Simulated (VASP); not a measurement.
# Pt (Im-3m) in VASP: further runs

Runs on Pt. Level: LDA. Tasks: single point.

Everything below comes from runs of VASP 6.6.1. Logs are shortened: lines on timing, memory, paths and dates and some standing lists are left out, and cuts for length are marked.

**1. Starting point**

It takes space group Im-3m (No. 229, cubic). The conventional cell has a = 3.168 Å, b = 3.168 Å, c = 3.168 Å, α = 90.00°, β = 90.00°, γ = 90.00°. Around Pt (site symmetry m-3m) lie 8 Pt at 2.74 Å.

This isn't the form of Pt at room conditions, which is fcc.

**2. Single point, LDA**

File INCAR:

```
PREC = Accurate
ENCUT = 460
EDIFF = 1E-6
ISMEAR = 1
SIGMA = 0.2
LREAL = False
LASPH = True
NELM = 100
ALGO = Normal
ISIF = 2
LWAVE = False
LCHARG = False
GGA = CA
ADDGRID = False
```

File KPOINTS:

```
Automatic mesh
0
Gamma
  15 15 15
```

File POSCAR:

```
Pt
1.0
   -1.5842200000      1.5842200000      1.5842200000
    1.5842200000     -1.5842200000      1.5842200000
    1.5842200000      1.5842200000     -1.5842200000
Pt
1
Direct
    0.0000000000      0.0000000000      0.0000000000
```

Potentials or basis: VASP PAW LDA potentials, release 64 (Pt).

The run is started by

```console
$ cat potpaw_LDA.64/Pt/POTCAR > POTCAR
$ mpirun -np 1 vasp_std > vasp.out
```

OUTCAR:

```text
PREC = Accurate
   ENCUT = 460
   EDIFF = 1E-6
   ISMEAR = 1
   LREAL = False
   LASPH = True
   NELM = 100
   ISIF = 2
   GGA = CA

 Found    120 irreducible k-points:

 Following reciprocal coordinates:
            Coordinates               Weight
  0.000000  0.000000  0.000000      1.000000
  0.066667  0.000000  0.000000     12.000000
  0.133333  0.000000  0.000000     12.000000
  0.200000  0.000000  0.000000     12.000000
  0.266667  0.000000  0.000000     12.000000
  0.333333  0.000000  0.000000     12.000000
   k-points           NKPTS =    120   k-points in BZ     NKDIM =    120   number of bands    NBANDS=      9
   number of dos      NEDOS =    301   number of ions     NIONS =      1
   total plane-waves  NPLWV =   8000
   dimension x,y,z NGX =    20 NGY =   20 NGZ =   20
   dimension x,y,z NGXF=    40 NGYF=   40 NGZF=   40
   ions per type =               1
   NGX,Y,Z   is equivalent  to a cutoff of  12.12, 12.12, 12.12 a.u.
   NGXF,Y,Z  is equivalent  to a cutoff of  24.23, 24.23, 24.23 a.u.
 SYSTEM =  unknown system
   PREC   = accura    normal or accurate (medium, high low for compatibility)
   ISTART =      0    job   : 0-new  1-cont  2-samecut
   ICHARG =      2    charge: 1-file 2-atom 10-const
   ISPIN  =      1    spin polarized calculation?
   LNONCOLLINEAR =      F non collinear calculations
   LSORBIT =      F    spin-orbit coupling
   LASPH  =      T    aspherical Exc in radial PAW
   ENCUT  =  460.0 eV  33.81 Ry    5.81 a.u.   4.80  4.80  4.80*2*pi/ulx,y,z
   NELM   =    100;   NELMIN=  2; NELMDL= -5     # of ELM steps
   EDIFF  = 0.1E-05   stopping-criterion for ELM
   LREAL  =      F    real-space projection
   EDIFFG = 0.1E-04   stopping-criterion for IOM
   NSW    =      0    number of steps for IOM
   IBRION =     -1    ionic relax: 0-MD 1-quasi-New 2-CG
   NFREE  =      0    steps in history (QN), initial steepest desc. (CG)
   ISIF   =      2    stress and relaxation
   ISYM   =      2    0-nonsym 1-usesym 2-fastsym
   POTIM  = 0.5000    time-step for ionic-motion
   TEBEG  =    0.0;   TEEND  =   0.0 temperature during run
   PSTRESS=    0.0 pullay stress
   NELECT =      10.0000    total number of electrons
   NUPDOWN=      -1.0000    fix difference up-down
   EMIN   =  10.00;   EMAX   =-10.00  energy-range for DOS
   EFERMI =   0.00;   METHOD = LEGACY
   ISMEAR =     1;   SIGMA  =   0.20  broadening in eV -4-tet -1-fermi 0-gaus
   EFERMI_NEDOS =   21; number of points for ismear=-14 and -15
   IALGO  =     38    algorithm
   IMIX   =      4    mixing-type and parameters
     AMIX     =   0.40;   BMIX     =  1.00
     AMIX_MAG =   1.60;   BMIX_MAG =  1.00
  volume/ion in A,a.u.               =      15.90       107.33
  Fermi-wavevector in a.u.,A,eV,Ry     =   1.402510  2.650360 26.763132  1.967035
  Thomas-Fermi vector in A             =   2.525265
   LORBIT       =      0    0 simple, 1 ext, 2 COOP (PROOUT), +10 PAW based schemes
   GGA     = CA    functional components
   LHFCALC =     F    Hartree Fock is set to
   AEXX    =    0.0000 exact exchange contribution
   IVDW    =     0    specifies the selected vdW correction
   LEPSILON=     F    determine dielectric tensor
   LRPA    =     F    only Hartree local field effects (RPA)
 non-spin polarized calculation
 Methfessel and Paxton  Order N= 1 SIGMA  =   0.20
  energy-cutoff  :      460.00
  volume of cell :       15.90
 maximum number of plane-waves:       370
   NGX =  9   NGY =  9   NGZ =  9

 number of electron      10.0000000 magnetization

 Free energy of the ion-electron system (eV)
  ---------------------------------------------------
  ext. energy  EPLUGINS =         0.00000000
  ---------------------------------------------------
  free energy    TOTEN  =        -7.34989665 eV

  energy without entropy =       -7.35220556  energy(sigma->0) =       -7.35066629

 E-fermi :   9.9557     XC(G=0): -13.3762

 val. band max:        9.9532244444   @ k =  -0.2667   0.3333   0.1333
 cond. band min:       9.9573926878   @ k =   0.4667   0.0667  -0.0000
 fundamental gap:      0.0041682435
 Fermi energy:         9.9557496651

 k-point     1 :       0.0000    0.0000    0.0000
  band No.  band energies     occupation
      1       0.4797      2.00000
      2       6.4603      2.00000
      3       6.4603      2.00000
      4       6.4603      2.00000
      5       8.9773      2.00000
      6       8.9773      2.00000
      7      27.0066      0.00000
      8      27.0066      0.00000
      9      27.0066      0.00000

 k-point     2 :       0.0667    0.0000    0.0000
  band No.  band energies     occupation
      1       0.6596      2.00000
      2       6.3902      2.00000
      3       6.4605      2.00000
      4       6.6039      2.00000
      5       8.8866      2.00000
      6       8.9821      2.00000
      7      27.0898      0.00000
      8      27.1491      0.00000
      9      27.2710      0.00000

 k-point     3 :       0.1333    0.0000    0.0000
  band No.  band energies     occupation
      1       1.1772      2.00000
      2       6.1975      2.00000
      3       6.4487      2.00000
      4       7.0255      2.00000
      5       8.6899      2.00000
      6       8.9995      2.00000
      7      27.1559      0.00000
      8      27.2189      0.00000
      9      28.0372      0.00000

 k-point     4 :       0.2000    0.0000    0.0000
  band No.  band energies     occupation
      1       1.9483      2.00000
      2       5.9271      2.00000
      3       6.4334      2.00000
      4       7.6946      2.00000
      5       8.5483      2.00000
      6       9.0363      2.00000
      7      26.1092      0.00000
      8      26.7035      0.00000
      9      29.2297      0.00000

 k-point     5 :       0.2667    0.0000    0.0000
  band No.  band energies     occupation
      1       2.7634      2.00000
      2       5.6338      2.00000
      3       6.5895      2.00000
      4       8.5523      2.00000
      5       8.5591      2.00000
      6       9.0957      2.00000
      7      23.6931      0.00000
      8      25.6664      0.00000
      9      30.7412      0.00000

 k-point     6 :       0.3333    0.0000    0.0000
  band No.  band energies     occupation
      1       3.2819      2.00000
      2       5.3685      2.00000
      3       7.2725      2.00000
      4       8.7001      2.00000
      5       9.1710      2.00000
      6       9.4957      2.00539
      7      20.9251      0.00000
      8      24.5523      0.00000
      9      28.5307      0.00000

 [... further k-points ...]

------------------------ aborting loop because EDIFF is reached ----------------------------------------

  FORCE on cell =-STRESS in cart. coord.  units (eV):
  Direction    XX          YY          ZZ          XY          YZ          ZX
  --------------------------------------------------------------------------------------
  -------------------------------------------------------------------------------------
  Total       -1.5402857     -1.5402857     -1.5402857      0.0000000     -0.0000000      0.0000000
  in kB     -155.1691557   -155.1691557   -155.1691557      0.0000000     -0.0000000      0.0000000
  external PRESSURE =    -155.1691557 kB  Pullay stress =       0.0000000 kB

 VOLUME and BASIS-vectors are now :
 -----------------------------------------------------------------------------
  energy-cutoff  :      460.00
  volume of cell :       15.90
      direct lattice vectors                 reciprocal lattice vectors
    -1.584220000  1.584220000  1.584220000     0.000000000  0.315612731  0.315612731
     1.584220000 -1.584220000  1.584220000     0.315612731  0.000000000  0.315612731
     1.584220000  1.584220000 -1.584220000     0.315612731  0.315612731  0.000000000

 POSITION                                       TOTAL-FORCE (eV/Angst)
 -----------------------------------------------------------------------------------
      0.00000      0.00000      0.00000         0.000000     -0.000000      0.000000
 -----------------------------------------------------------------------------------
    total drift:                                0.000000     -0.000000      0.000000

  FREE ENERGIE OF THE ION-ELECTRON SYSTEM (eV)
  ---------------------------------------------------
  free  energy   TOTEN  =        -7.3498966489 eV

  energy  without entropy=       -7.3522055639  energy(sigma->0) =       -7.35066629
```

Run time: 9.1 s. Hardware: 1 thread of Intel Xeon Platinum 8488C (Sapphire Rapids), shared host; peak memory 0.12 GiB.

These settings aren't checked as converged: the numbers below hold their error.

Results:

| Property | Result |
| --- | --- |
| Free energy | -7.3499 eV |
| Pressure | -15.5 GPa |
| Band gap on the k mesh | none (metal or under the smearing width) |

**3. Single point, LDA**

Changes to INCAR since step 2:

```diff
@@ -4,3 +4,3 @@
 ISMEAR = 1
-SIGMA = 0.2
+SIGMA = 0.1
 LREAL = False
```

KPOINTS is that of step 2.

POSCAR is that of step 2.

Potentials or basis: VASP PAW LDA potentials, release 64 (Pt).

The run is started by

```console
$ cat potpaw_LDA.64/Pt/POTCAR > POTCAR
$ mpirun -np 1 vasp_std > vasp.out
```

It took 9.4 s on 1 thread of Intel Xeon Platinum 8488C (Sapphire Rapids), shared host; peak memory 0.12 GiB.

The run converged, but some of its settings lie outside the range that counts as converged, so its numbers aren't taken as properties of the crystal.

Results:

```yaml
Free_energy: -7.3499 eV
Pressure: -15.5 GPa
Band_gap_on_the_k_mesh: none (metal or under the smearing width)
```

**4. Single point, LDA**

Changes to INCAR since step 3:

```diff
@@ -4,3 +4,3 @@
 ISMEAR = 1
-SIGMA = 0.1
+SIGMA = 0.05
 LREAL = False
```

KPOINTS is that of step 3.

POSCAR is that of step 3.

The run is started by

```console
$ cat potpaw_LDA.64/Pt/POTCAR > POTCAR
$ mpirun -np 1 vasp_std > vasp.out
```

Wall time 9.1 s (1 thread of Intel Xeon Platinum 8488C (Sapphire Rapids), shared host); peak memory 0.13 GiB.

These settings aren't checked as converged: the numbers below hold their error.

What came out:

```yaml
Free_energy: -7.3498 eV
Pressure: -15.4 GPa
Band_gap_on_the_k_mesh: none (metal or under the smearing width)
```

**5. Single point, LDA**

Changes to INCAR since step 4:

```diff
@@ -4,3 +4,3 @@
 ISMEAR = 1
-SIGMA = 0.05
+SIGMA = 0.02
 LREAL = False
```

KPOINTS is that of step 4.

POSCAR is that of step 4.

Potentials or basis: VASP PAW LDA potentials, release 64 (Pt).

The run is started by

```console
$ cat potpaw_LDA.64/Pt/POTCAR > POTCAR
$ mpirun -np 1 vasp_std > vasp.out
```

OUTCAR:

```text
PREC = Accurate
   ENCUT = 460
   EDIFF = 1E-6
   ISMEAR = 1
   LREAL = False
   LASPH = True
   NELM = 100
   ISIF = 2
   GGA = CA

 Found    120 irreducible k-points:

 Following reciprocal coordinates:
            Coordinates               Weight
  0.000000  0.000000  0.000000      1.000000
  0.066667  0.000000  0.000000     12.000000
  0.133333  0.000000  0.000000     12.000000
  0.200000  0.000000  0.000000     12.000000
  0.266667  0.000000  0.000000     12.000000
  0.333333  0.000000  0.000000     12.000000
   k-points           NKPTS =    120   k-points in BZ     NKDIM =    120   number of bands    NBANDS=      9
   number of dos      NEDOS =    301   number of ions     NIONS =      1
   total plane-waves  NPLWV =   8000
   dimension x,y,z NGX =    20 NGY =   20 NGZ =   20
   dimension x,y,z NGXF=    40 NGYF=   40 NGZF=   40
   ions per type =               1
   NGX,Y,Z   is equivalent  to a cutoff of  12.12, 12.12, 12.12 a.u.
   NGXF,Y,Z  is equivalent  to a cutoff of  24.23, 24.23, 24.23 a.u.
 SYSTEM =  unknown system
   PREC   = accura    normal or accurate (medium, high low for compatibility)
   ISTART =      0    job   : 0-new  1-cont  2-samecut
   ICHARG =      2    charge: 1-file 2-atom 10-const
   ISPIN  =      1    spin polarized calculation?
   LNONCOLLINEAR =      F non collinear calculations
   LSORBIT =      F    spin-orbit coupling
   LASPH  =      T    aspherical Exc in radial PAW
   ENCUT  =  460.0 eV  33.81 Ry    5.81 a.u.   4.80  4.80  4.80*2*pi/ulx,y,z
   NELM   =    100;   NELMIN=  2; NELMDL= -5     # of ELM steps
   EDIFF  = 0.1E-05   stopping-criterion for ELM
   LREAL  =      F    real-space projection
   EDIFFG = 0.1E-04   stopping-criterion for IOM
   NSW    =      0    number of steps for IOM
   IBRION =     -1    ionic relax: 0-MD 1-quasi-New 2-CG
   NFREE  =      0    steps in history (QN), initial steepest desc. (CG)
   ISIF   =      2    stress and relaxation
   ISYM   =      2    0-nonsym 1-usesym 2-fastsym
   POTIM  = 0.5000    time-step for ionic-motion
   TEBEG  =    0.0;   TEEND  =   0.0 temperature during run
   PSTRESS=    0.0 pullay stress
   NELECT =      10.0000    total number of electrons
   NUPDOWN=      -1.0000    fix difference up-down
   EMIN   =  10.00;   EMAX   =-10.00  energy-range for DOS
   EFERMI =   0.00;   METHOD = LEGACY
   ISMEAR =     1;   SIGMA  =   0.02  broadening in eV -4-tet -1-fermi 0-gaus
   EFERMI_NEDOS =   21; number of points for ismear=-14 and -15
   IALGO  =     38    algorithm
   IMIX   =      4    mixing-type and parameters
     AMIX     =   0.40;   BMIX     =  1.00
     AMIX_MAG =   1.60;   BMIX_MAG =  1.00
  volume/ion in A,a.u.               =      15.90       107.33
  Fermi-wavevector in a.u.,A,eV,Ry     =   1.402510  2.650360 26.763132  1.967035
  Thomas-Fermi vector in A             =   2.525265
   LORBIT       =      0    0 simple, 1 ext, 2 COOP (PROOUT), +10 PAW based schemes
   GGA     = CA    functional components
   LHFCALC =     F    Hartree Fock is set to
   AEXX    =    0.0000 exact exchange contribution
   IVDW    =     0    specifies the selected vdW correction
   LEPSILON=     F    determine dielectric tensor
   LRPA    =     F    only Hartree local field effects (RPA)
 non-spin polarized calculation
 Methfessel and Paxton  Order N= 1 SIGMA  =   0.02
  energy-cutoff  :      460.00
  volume of cell :       15.90
 maximum number of plane-waves:       370
   NGX =  9   NGY =  9   NGZ =  9

 number of electron      10.0000000 magnetization

 Free energy of the ion-electron system (eV)
  ---------------------------------------------------
  ext. energy  EPLUGINS =         0.00000000
  ---------------------------------------------------
  free energy    TOTEN  =        -7.34979538 eV

  energy without entropy =       -7.34975568  energy(sigma->0) =       -7.34978215

 E-fermi :   9.9643     XC(G=0): -13.3761

 val. band max:        9.9576537098   @ k =   0.4667   0.0667  -0.0000
 cond. band min:       9.9751923409   @ k =  -0.4000   0.4000   0.4000
 fundamental gap:      0.0175386311
 Fermi energy:         9.9643441320

 k-point     1 :       0.0000    0.0000    0.0000
  band No.  band energies     occupation
      1       0.4799      2.00000
      2       6.4595      2.00000
      3       6.4595      2.00000
      4       6.4595      2.00000
      5       8.9790      2.00000
      6       8.9790      2.00000
      7      27.0068      0.00000
      8      27.0068      0.00000
      9      27.0068      0.00000
[... 49 lines left out ...]
 k-point     6 :       0.3333    0.0000    0.0000
  band No.  band energies     occupation
      1       3.2819      2.00000
      2       5.3678      2.00000
      3       7.2728      2.00000
      4       8.7008      2.00000
      5       9.1726      2.00000
      6       9.4949      2.00000
      7      20.9252      0.00000
      8      24.5529      0.00000
      9      28.5303      0.00000

 [... further k-points ...]

------------------------ aborting loop because EDIFF is reached ----------------------------------------

  FORCE on cell =-STRESS in cart. coord.  units (eV):
  Direction    XX          YY          ZZ          XY          YZ          ZX
  --------------------------------------------------------------------------------------
  -------------------------------------------------------------------------------------
  Total       -1.5310908     -1.5310908     -1.5310908      0.0000000      0.0000000     -0.0000000
  in kB     -154.2428548   -154.2428548   -154.2428548      0.0000000      0.0000000     -0.0000000
  external PRESSURE =    -154.2428548 kB  Pullay stress =       0.0000000 kB

 VOLUME and BASIS-vectors are now :
 -----------------------------------------------------------------------------
  energy-cutoff  :      460.00
  volume of cell :       15.90
      direct lattice vectors                 reciprocal lattice vectors
    -1.584220000  1.584220000  1.584220000     0.000000000  0.315612731  0.315612731
     1.584220000 -1.584220000  1.584220000     0.315612731  0.000000000  0.315612731
     1.584220000  1.584220000 -1.584220000     0.315612731  0.315612731  0.000000000

 POSITION                                       TOTAL-FORCE (eV/Angst)
 -----------------------------------------------------------------------------------
      0.00000      0.00000      0.00000        -0.000000      0.000000     -0.000000
 -----------------------------------------------------------------------------------
    total drift:                                0.000000     -0.000000      0.000000

  FREE ENERGIE OF THE ION-ELECTRON SYSTEM (eV)
  ---------------------------------------------------
  free  energy   TOTEN  =        -7.3497953770 eV

  energy  without entropy=       -7.3497556826  energy(sigma->0) =       -7.34978215
```

It took 8 s on 1 thread of Intel Xeon Platinum 8488C (Sapphire Rapids), shared host; peak memory 0.12 GiB.

The run converged, but some of its settings lie outside the range that counts as converged, so its numbers aren't taken as properties of the crystal.

What came out:

* Free energy: -7.3498 eV
* Pressure: -15.4 GPa
* Band gap on the k mesh: none (metal or under the smearing width)

**6. Single point, LDA**

Changes to INCAR since step 5:

```diff
@@ -3,4 +3,4 @@
 EDIFF = 1E-6
-ISMEAR = 1
-SIGMA = 0.02
+ISMEAR = -5
+SIGMA = 0.15
 LREAL = False
```

KPOINTS is that of step 5.

POSCAR is that of step 5.

Potentials or basis: VASP PAW LDA potentials, release 64 (Pt).

The run is started by

```console
$ cat potpaw_LDA.64/Pt/POTCAR > POTCAR
$ mpirun -np 1 vasp_std > vasp.out
```

It took 9.7 s on 1 thread of Intel Xeon Platinum 8488C (Sapphire Rapids), shared host; peak memory 0.13 GiB.

The run converged, but some of its settings lie outside the range that counts as converged, so its numbers aren't taken as properties of the crystal.

What came out:

| Property | Result |
| --- | --- |
| Free energy | -7.3428 eV |
| Pressure | -15.4 GPa |
| Band gap on the k mesh | none (metal or under the smearing width) |

Caveat: tetrahedron occupations give inexact forces and stress in metals.

**7. For comparison**

An earlier run on the cell as given: functional PBEsol; potentials or basis VASP PAW PBE potentials, release 64 (Pt); cutoff 520 eV; k mesh 12 × 12 × 12; occupations fermi-dirac, width 0.05 eV; no spin polarisation.

- Pressure: -11.6 GPa
- Band gap on the k mesh: none (metal or under the smearing width)
